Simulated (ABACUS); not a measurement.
The system is CuO (Tenorite).

```
CELL_PARAMETERS angstrom
2.34465 -1.71340 0.00000
2.34465 1.71340 0.00000
-0.86055 0.00000 5.05944
ATOMIC_POSITIONS crystal
Cu 0.49680 0.00320 0.50000
Cu 0.00320 0.49680 0.00000
O 0.40560 0.57140 0.75370
O 0.57140 0.40560 0.25370
```

* Program: ABACUS 3.10.1
* Task: single point
* Functional: PBEsol
* Potentials or basis: PseudoDojo NC SR 0.4.1 PBEsol standard
* Cutoff: 1252 eV
* Density cutoff: 5007 eV
* Basis: plane waves
* k mesh: 10 × 10 × 5
* Occupations: fermi-dirac, width 0.05 eV
* Spin: no spin polarisation

On this cell: pressure -3.0 GPa; largest force 0.765 eV/Å; band gap on the k mesh none (metal or under the smearing width).

The same run follows on a disturbed copy (atoms moved at random, drawn with an rms of 0.05 Å):

```xyz
4
Lattice="2.3447 -1.7134 0.0000 2.3447 1.7134 0.0000 -0.8606 0.0000 5.0594" Properties=species:S:1:pos:R:3 pbc="T T T"
Cu    0.7361   -0.8836    2.5056
Cu    1.2041    0.8387   -0.0138
O     1.6374    0.3040    3.8502
O     2.1001   -0.2780    1.3060
```

Q: What does the disturbed cell give?

A: The energy (extrapolated to zero smearing) moves by +18.9 meV/atom; pressure -2.1 GPa; largest force 1.564 eV/Å; band gap on the k mesh none (metal or under the smearing width).

Forces on the atoms (eV/Å):
```
Cu  -0.206  0.228  0.820
Cu  -1.068  0.489  0.771
O    0.865 -0.844 -0.994
O    0.409  0.126 -0.597
```

Stress tensor (GPa, compression positive):
```
-2.12  0.00 -1.98
 0.00 -0.38  0.66
-1.98  0.66 -3.90
```

Caveats: the run has no spin polarisation, though such a crystal can be magnetic; semilocal functionals often make such compounds metallic where correlation or magnetic order opens a gap, which also shifts bond lengths.
